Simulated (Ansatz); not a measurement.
# AlNi3 (Pm-3m) in Ansatz: further runs

Aim: see how the results for AlNi3 move with the level of theory and the settings. Levels: PBEsol, LDA. Tasks: band structure.

All numbers are computed with Ansatz 0.2.0; they aren't measurements. Logs are shortened: lines on timing, memory, paths and dates and some standing lists are left out, and cuts for length are marked.

**1. Starting point**

Symmetry: Pm-3m, No. 221, cubic system. Conventional cell: a = 3.523 Å, b = 3.523 Å, c = 3.523 Å, α = 90.00°, β = 90.00°, γ = 90.00°. Ni (site symmetry 4/mmm) is surrounded by 8 Ni at 2.49 Å and 4 Al at 2.49 Å. Al (site symmetry m-3m) has 12 Ni at 2.49 Å as nearest neighbours.

The cell is a database's computed one.

**2. Band structure, PBEsol, collinear spin, ferromagnetic start**

input.yaml

```yaml
crystal:
  lattice:
    - [3.5230547267, 0.0, 0.0]
    - [0.0, 3.5230547267, 0.0]
    - [0.0, 0.0, 3.5230547267]
  atoms:
    - { symbol: Ni, position: [0.5, 0.5, 0.0], spin: 1.0 }
    - { symbol: Ni, position: [0.5, 0.0, 0.5], spin: 1.0 }
    - { symbol: Ni, position: [0.0, 0.5, 0.5], spin: 1.0 }
    - { symbol: Al, position: [0.0, 0.0, 0.0] }
kpoints:
  mp_grid: { grid: [8, 8, 8] }
  band_path:
    path:
      - [0.0, 0.0, 0.0]
      - [0.0, 0.5, 0.0]
      - [0.5, 0.5, 0.0]
      - [0.0, 0.0, 0.0]
      - [0.5, 0.5, 0.5]
      - [0.0, 0.5, 0.0]
    npoints: 8
scf:
  occupations: { method: fermi_dirac, width: 0.05 }
hamiltonian:
  xc: pbesol
  pseudopotentials: { kind: all_electron, lapw: { basis_error: 0.002 } }
magnetization:
  spin_polarized: true
output:
  forces: true
  stress: true
  eigenvalues: true
```

Potentials or basis: all-electron LAPW, scalar-relativistic.

On the command line:

```
> ansatz run input.yaml --threads 4 --pin off --max-ram 12288MiB --backend cpu --events-out ev --progress --plain --runs-dir out
```

Output:

```text
Warning: RAYON_NUM_THREADS=4 ignored (pool sized by the plan → 4); use --threads N
LAPW: plane waves up to 8.669 Å⁻¹, error target 2.0e-3 eV per atom; small_component_spin mean_spin; Al in spheres of 1.246 Å, 11 of its electrons in bands, Dirac shells []; Ni in spheres of 1.246 Å, 18 of its electrons in bands, Dirac shells [] (how accurate: hamiltonian.pseudopotentials.lapw.basis_error, Limitations)
Engine: ansatz 0.2.0, aarch64-unknown-linux-gnu
Pseudopotentials: kind: all_electron
Pseudopotential: Ni, LAPW, valence charge 18, lapw/all_electron/scalar/gaussian/Ni, Koelling and Harmon's equation, gaussian nucleus
Pseudopotential: Al, LAPW, valence charge 11, lapw/all_electron/scalar/gaussian/Al, Koelling and Harmon's equation, gaussian nucleus
Functional definition: PBEsol
  exchange = pbesol_x
  correlation = pbesol_c
Crystal: 4 atoms, lattice volume = 43.728 Å³
Basis set: ecut = 286.3489234138983 eV, 461 PW (Γ), exchange–correlation at level 2
Bands: 41, of which v1, the nominal top of the filled ones, is band 33 counted from 1 (32 counted from 0)
Symmetry: 48 space group operations
Space group: Pm-3m (ITA 221), of the structure as read, at distance tolerance 3.5e-5 Å
Magnetic group: BNS 221.92 (UNI 1594), of the structure as read, at distance tolerance 3.5e-5 Å
k-points: 35 of 512
Non-local potential: Ni, projectors of the file, none
Non-local potential: Al, projectors of the file, none
Initial density: superposition of atomic densities (chi_scale 0.1, normalization cell)
Starting moments: Σ|m| = 3 μB on 3 of 4 sites
Initial wavefunctions: plane waves of lowest kinetic energy (no species holds an atomic orbital)
Functional: x = pbesol(κ = 0.804, μ = 0.12345679012345678), c = pbesol(β = 0.046)
iter 1 solved again at ethr=8.07e-4 eV; its pass at ethr=1.00e-1 eV (dr2=5.25e-1 eV) is discarded
SCF iter   1: F=—  HF=-130641.104166 eV  |F-HF|=—  |Δ(HF+E_count)|=         —  Δρ=3.86e-2 (↑2.75e-2 ↓3.86e-2)  dr2=5.24e-1  dr2_m=3.88e-1  M=0.807 μB ∫|m|=0.959 μB  β_m=0.30  ethr=8.07e-4  ⟨swp⟩=2.1  Hψ=20734  notcnv=0
Mixer restart at iter 1: flushing history
preconditioner: auto → Kerker (q_TF=auto, 2.915 Å⁻¹)  [metal: Δε(μ)=0.023 eV  Ē_g=9.349 eV  σ=0.050 eV  W_gap=0.12  n_scr=18 (ndim 8)  ℏωp=32.3 eV  f_vac=0.000  D(μ)=3.21/eV (n_scr^D=32)]
spin=Collinear: Kerker preconditioning applied to the charge; magnetization (m = ρ↑ − ρ↓) channel mixes plain (no charge-response kernel on spin).
SCF iter   2: F=—  HF=-130640.937061 eV  |F-HF|=—  |Δ(HF+E_count)|=   1.67e-1  Δρ=2.68e-2 (↑1.99e-2 ↓2.68e-2)  dr2=2.70e-1  dr2_m=1.92e-1  M=0.796 μB ∫|m|=0.955 μB  β_m=0.63  ethr=8.07e-4  ⟨swp⟩=2.0  Hψ=8588  notcnv=0
SCF iter   3: F=—  HF=-130641.138521 eV  |F-HF|=—  |Δ(HF+E_count)|=   2.01e-1  Δρ=1.19e-2 (↑6.99e-3 ↓1.19e-2)  dr2=2.38e-1  dr2_m=6.65e-3  M=0.606 μB ∫|m|=0.757 μB  β_m=0.46  ethr=4.15e-4  ⟨swp⟩=2.3  Hψ=8649  notcnv=0
iter 4 solved again at ethr=2.90e-5 eV; its pass at ethr=3.66e-4 eV (dr2=1.89e-2 eV) is discarded
SCF iter   4: F=—  HF=-130640.740219 eV  |F-HF|=—  |Δ(HF+E_count)|=   3.98e-1  Δρ=2.34e-3 (↑2.19e-3 ↓2.34e-3)  dr2=1.88e-2  dr2_m=7.82e-6  M=0.674 μB ∫|m|=0.837 μB  β_m=0.73  ethr=2.90e-5  ⟨swp⟩=2.0  Hψ=14454  notcnv=0
SCF iter   5: F=—  HF=-130640.741025 eV  |F-HF|=—  |Δ(HF+E_count)|=         —  Δρ=1.40e-3 (↑1.39e-3 ↓1.40e-3)  dr2=7.47e-3  dr2_m=3.16e-6  M=0.663 μB ∫|m|=0.818 μB  β_m=0.86  ethr=2.90e-5  ⟨swp⟩=2.0  Hψ=8052  notcnv=0
the basis was enlarged: its passes take 660.1 KiB over the memory plan, 4 of 4 planned eigensolver slots
SCF iter   6: F=—  HF=-130640.739911 eV  |F-HF|=—  |Δ(HF+E_count)|=   1.11e-3  Δρ=5.42e-4 (↑5.42e-4 ↓4.49e-4)  dr2=9.60e-4  dr2_m=4.70e-6  M=0.662 μB ∫|m|=0.810 μB  β_m=0.93  ethr=1.15e-5  ⟨swp⟩=2.0  Hψ=8053  notcnv=0
SCF iter   7: F=—  HF=-130640.739631 eV  |F-HF|=—  |Δ(HF+E_count)|=   2.81e-4  Δρ=9.46e-5 (↑9.46e-5 ↓7.13e-5)  dr2=2.69e-5  dr2_m=1.47e-7  M=0.666 μB ∫|m|=0.814 μB  β_m=0.87  ethr=1.48e-6  ⟨swp⟩=2.0  Hψ=8052  notcnv=0
SCF iter   8: F=—  HF=-130640.739609 eV  |F-HF|=—  |Δ(HF+E_count)|=   2.22e-5  Δρ=1.88e-5 (↑1.46e-5 ↓1.88e-5)  dr2=3.25e-7  dr2_m=2.94e-8  M=0.667 μB ∫|m|=0.817 μB  β_m=0.87  ethr=4.14e-8  ⟨swp⟩=2.0  Hψ=8052  notcnv=0
SCF iter   9: F=—  HF=-130640.739609 eV  |F-HF|=—  |Δ(HF+E_count)|=   1.56e-7  Δρ=8.68e-6 (↑6.26e-6 ↓8.68e-6)  dr2=5.58e-8  dr2_m=1.02e-8  M=0.668 μB ∫|m|=0.818 μB  β_m=0.94  ethr=5.00e-10  ⟨swp⟩=2.1  Hψ=8067  notcnv=0
SCF iter  10: F=—  HF=-130640.739609 eV  |F-HF|=—  |Δ(HF+E_count)|=   2.34e-8  Δρ=2.06e-6 (↑1.35e-6 ↓2.06e-6)  dr2=2.55e-9  dr2_m=5.90e-10  M=0.668 μB ∫|m|=0.818 μB  β_m=0.97  ethr=8.58e-11  ⟨swp⟩=2.5  Hψ=8100  notcnv=0
SCF iter  11: F=-130640.739609 eV  HF=-130640.739609 eV  |F-HF|=1.53e-9  |Δ(HF+E_count)|=   1.08e-9  Δρ=5.07e-7 (↑4.44e-7 ↓5.07e-7)  dr2=4.50e-10  dr2_m=2.15e-12  M=0.668 μB ∫|m|=0.818 μB  ethr=3.92e-12  ⟨swp⟩=2.1  Hψ=8067  notcnv=0
SCF 1 converged in 11 iterations: F = -130640.739609 eV  dr2 = 4.50e-10
NSCF: frozen V_eff on 41 k-points
SCF converged after 11 iterations
Magnetization: 0.6679 μB (32.8339 up, 32.1661 down)
Absolute magnetization: 0.8183 μB (∫|ρ↑−ρ↓|)
Spin contamination: 0.0110 ħ² per cell (⟨S²⟩ above its minimum at these occupations)
Per-site moments (μB) at R_I (Å): [(0.24035715625817922, 1.2455879253097286), (0.24035715625817922, 1.2455879253097286), (0.24035715625817922, 1.2455879253097286), (-0.020356832414161197, 1.2455879253097286)]
Free energy (F): -130640.739609 eV
Harris-Foulkes:  -130640.739609 eV  (|F-HF|=1.53e-9)
Internal energy: -130640.708943 eV  (E = F + TS)
E sigma→0 (E₀):  -130640.724276 eV
Entropy (-TS):   -0.030666 eV (-7.666 meV/atom)
Fermi energy:    17.102108 eV
--- Per-component energies (eV) ---
  E_band       = -1308.397105
  E_kinetic    = 132624.560118
  E_xc         = -5582.892140
  E_electrostatic = -257682.376921  (all electrons and nuclei)
  E_smearing   = -0.030666  (= −TS)
  E_closure    = 0.000000  (closes the sum)
  E_atoms      = -130611.525176  (free atoms, spherical and without spin; not in F)
  Σ components = -130640.739609   (vs F -130640.739609, Δ=0.00e0)
  Basis errors (estimates in eV, not in F): energy 3.9e-4 per atom: plane waves 3.1e-4 (1.6e-4 summed), levels above the bands 2.8e-104, relativity 2.3e-8, radial functions 8.4e-5, core shells 5.3e-10; eigenvalues (radial functions only) 2.5e-6; not estimated: angular momenta, meshes, grids; target (lapw.basis_error) 2.0e-3; muffin-tin radii Al 1.246 Å, Ni 1.246 Å
--- Forces (eV/Å), atoms counted from 1 ---
  atom   1  Ni     0.00000000     0.00000000     0.00000000
  atom   2  Ni    -0.00000000    -0.00000000     0.00000000
  atom   3  Ni     0.00000000    -0.00000000     0.00000000
  atom   4  Al    -0.00000000    -0.00000000     0.00000000
  max |Σ_I F_I| component: 1.66e-30 eV/Å
--- Stress (GPa, compression-positive) ---
       -0.698643      -0.000000       0.000000
       -0.000000      -0.698643       0.000000
        0.000000       0.000000      -0.698643
  P = ⅓ Tr σ = -0.6986 GPa (-6.986 kbar)
--- Band table (eV; the first three rows and the last of 70) ---
  k-point 0 ↑: bands = ["-85.7469", "-85.7127", "-85.7127", "-84.8076", "-46.5043", "-46.5043", "-46.5043", "-46.3319", "-46.3319", "-46.3319", "-46.2641", "-46.2641", "-46.2641", "-46.1899", "-46.1899", "-46.1899", "6.8738", "12.5813", "13.2841", "13.2841", "13.6580", "13.6580", "13.6580", "15.6910", "15.6910", "15.6910", "16.5565", "16.5565", "16.8725", "17.0681", "17.0681", "17.0681", "17.9172", "17.9172", "17.9172", "23.8127", "23.8127", "24.6770", "29.4952", "29.4952", "29.4952"]
  k-point 1 ↑: bands = ["-85.7457", "-85.7138", "-85.7127", "-84.8076", "-46.5030", "-46.5030", "-46.5021", "-46.3299", "-46.3299", "-46.3285", "-46.2649", "-46.2649", "-46.2643", "-46.1962", "-46.1924", "-46.1924", "7.0692", "12.6343", "13.1686", "13.4085", "13.6914", "13.6914", "13.7040", "15.5792", "15.5792", "15.6400", "16.4322", "16.5583", "16.6664", "16.6664", "16.7993", "17.0683", "17.2280", "18.5712", "18.5712", "23.7931", "24.2501", "25.4296", "28.5489", "28.5489", "28.9652"]
  k-point 2 ↑: bands = ["-85.7424", "-85.7170", "-85.7126", "-84.8076", "-46.4996", "-46.4996", "-46.4968", "-46.3249", "-46.3249", "-46.3181", "-46.2667", "-46.2667", "-46.2648", "-46.2134", "-46.1989", "-46.1989", "7.6449", "12.3522", "13.0814", "13.7487", "13.7824", "13.7824", "13.8269", "15.3112", "15.3112", "15.5051", "15.9071", "16.2311", "16.2311", "16.4327", "16.5118", "16.6352", "17.0688", "19.7307", "19.7307", "23.7379", "24.5163", "26.5182", "26.5182", "27.2074", "28.4710"]
  k-point 34 ↓: bands = ["-85.4181", "-85.4181", "-85.4181", "-84.8111", "-46.5029", "-46.5029", "-46.5029", "-46.0563", "-46.0563", "-46.0563", "-46.0393", "-45.9364", "-45.9364", "-45.9364", "-45.8477", "-45.8477", "11.3501", "13.1493", "13.1493", "13.1493", "14.9340", "14.9340", "14.9340", "15.2216", "15.2216", "15.2216", "15.9335", "15.9335", "15.9335", "16.2032", "16.2032", "16.7620", "17.2211", "17.2211", "17.2211", "20.8229", "21.4316", "21.4316", "21.4316", "35.5390", "35.5390"]
```

It took 31 s on 4 threads of Arm Neoverse N1, shared host; peak memory 0.68 GiB.

Results:

* Free energy: -130640.7396 eV
* Pressure: -0.7 GPa
* Band gap along the path: none (metal or under the smearing width)
* Net moment: 0.67 μB per cell
* Absolute moment: 0.82 μB per cell
* Site moments: Ni +0.24; Al -0.02 μB

Levels at the corners of the path, in eV from the Fermi level:
Spin up:
| point | band 30 | band 31 | band 32 | band 33 | band 34 | band 35 | band 36 | band 37 |
| --- | --- | --- | --- | --- | --- | --- | --- | --- |
| Γ | -0.03 | -0.03 | -0.03 | 0.82 | 0.82 | 0.82 | 6.71 | 6.71 |
| X | -1.20 | -1.06 | -0.49 | -0.03 | 5.62 | 5.62 | 5.65 | 5.65 |
| M | -1.24 | -0.99 | -0.97 | -0.58 | 0.91 | 0.91 | 8.26 | 8.26 |
| Γ | -0.03 | -0.03 | -0.03 | 0.82 | 0.82 | 0.82 | 6.71 | 6.71 |
| R | -1.08 | -1.08 | -0.33 | -0.22 | -0.22 | -0.22 | 3.63 | 4.14 |
| X | -1.20 | -1.06 | -0.49 | -0.03 | 5.62 | 5.62 | 5.65 | 5.65 |
Spin down:
| point | band 29 | band 30 | band 31 | band 32 | band 33 | band 34 | band 35 | band 36 |
| --- | --- | --- | --- | --- | --- | --- | --- | --- |
| Γ | 0.03 | 0.35 | 0.35 | 0.35 | 0.79 | 0.79 | 0.79 | 6.80 |
| X | -0.96 | -0.96 | -0.84 | -0.30 | 0.35 | 5.67 | 5.67 | 5.71 |
| M | -1.15 | -1.12 | -0.79 | -0.63 | -0.45 | 1.17 | 1.17 | 8.31 |
| Γ | 0.03 | 0.35 | 0.35 | 0.35 | 0.79 | 0.79 | 0.79 | 6.80 |
| R | -1.17 | -0.90 | -0.90 | -0.34 | 0.12 | 0.12 | 0.12 | 3.72 |
| X | -0.96 | -0.96 | -0.84 | -0.30 | 0.35 | 5.67 | 5.67 | 5.71 |

**3. Band structure, LDA, collinear spin, ferromagnetic start**

Edit input.yaml of step 2 so:

```diff
@@ -24,3 +24,3 @@
 hamiltonian:
-  xc: pbesol
+  xc: lda
   pseudopotentials: { kind: all_electron, lapw: { basis_error: 0.002 } }
```

Potentials or basis: all-electron LAPW, scalar-relativistic.

On the command line:

```
> ansatz run input.yaml --threads 4 --pin off --max-ram 12288MiB --backend cpu --events-out ev --progress --plain --runs-dir out
```

It took 32 s on 4 threads of Arm Neoverse N1, shared host; peak memory 0.68 GiB.

It converged, with:

- Free energy: -130534.6830 eV
- Pressure: -7.5 GPa
- Band gap along the path: none (metal or under the smearing width)
- Net moment: 0.50 μB per cell
- Absolute moment: 0.58 μB per cell
- Site moments: Ni +0.18; Al -0.01 μB

Levels at the corners of the path, in eV from the Fermi level:
Spin up:
| point | band 28 | band 29 | band 30 | band 31 | band 32 | band 33 | band 34 | band 35 | band 36 | band 37 |
| --- | --- | --- | --- | --- | --- | --- | --- | --- | --- | --- |
| Γ | -0.50 | -0.17 | 0.05 | 0.05 | 0.05 | 0.86 | 0.86 | 0.86 | 6.78 | 6.78 |
| X | -1.19 | -1.19 | -1.16 | -1.01 | -0.44 | 0.05 | 5.67 | 5.67 | 5.69 | 5.69 |
| M | -1.29 | -1.29 | -1.20 | -0.93 | -0.92 | -0.53 | 0.97 | 0.97 | 8.32 | 8.32 |
| Γ | -0.50 | -0.17 | 0.05 | 0.05 | 0.05 | 0.86 | 0.86 | 0.86 | 6.78 | 6.78 |
| R | -1.29 | -1.29 | -1.04 | -1.04 | -0.25 | -0.15 | -0.15 | -0.15 | 3.63 | 4.19 |
| X | -1.19 | -1.19 | -1.16 | -1.01 | -0.44 | 0.05 | 5.67 | 5.67 | 5.69 | 5.69 |
Spin down:
| point | band 30 | band 31 | band 32 | band 33 | band 34 | band 35 |
| --- | --- | --- | --- | --- | --- | --- |
| Γ | 0.29 | 0.29 | 0.29 | 0.86 | 0.86 | 0.86 |
| X | -1.00 | -0.85 | -0.29 | 0.30 | 5.72 | 5.72 |
| M | -1.10 | -0.79 | -0.69 | -0.43 | 1.15 | 1.15 |
| Γ | 0.29 | 0.29 | 0.29 | 0.86 | 0.86 | 0.86 |
| R | -0.90 | -0.90 | -0.23 | 0.07 | 0.07 | 0.07 |
| X | -1.00 | -0.85 | -0.29 | 0.30 | 5.72 | 5.72 |
